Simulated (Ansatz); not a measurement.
Two isomers of C4H8: A = `C/C=C/C`, B = `C=CCC`.

Gas-phase electronic energies from Ansatz, PBE0-D4/def2-TZVP geometries. CBS: MP2 limit from def2 TZ/QZ plus the TZ coupled-cluster correction, frozen cores. Functionals use def2-TZVPP. B3LYP here is the variant with VWN-RPA as its local correlation; programs differ in this. Each species was taken in one conformer, which may not be the lowest.

Q: Which isomer does CCSD(T)/CBS put lower? Give the gap. (Estimate.)

A: Ansatz gave: A, by 2.3 kcal/mol.

Q: Give E(B) − E(A) in kcal/mol with LDA (SPW92), CCSD(T)/def2-SVP, HF/def2-TZVPP, PBE-D4, B3LYP-D4, CCSD(T)/def2-TZVPP, r2SCAN-D4. (Estimate.)

A: Computed: LDA (SPW92) 4.0, CCSD(T)/def2-SVP 2.5, HF/def2-TZVPP 2.3, PBE-D4 3.5, B3LYP-D4 3.0, CCSD(T)/def2-TZVPP 2.3, r2SCAN-D4 3.3. None reverses the order clearly.

Q: Does the order hold for the free energy at 298.15 K (harmonic terms from PBE0-D4)? (Best estimate.)

A: Computed: Yes: G(B) − G(A) = +2.2 kcal/mol, for one conformer each.

Largest T1 diagnostic: 0.010.

Leaving LDA and LC-ωPBE aside and taking each functional with its dispersion term where it has one, the values, not all of them listed here, spread over 0.8 kcal/mol, from ωB97M-V to PBE-D4.
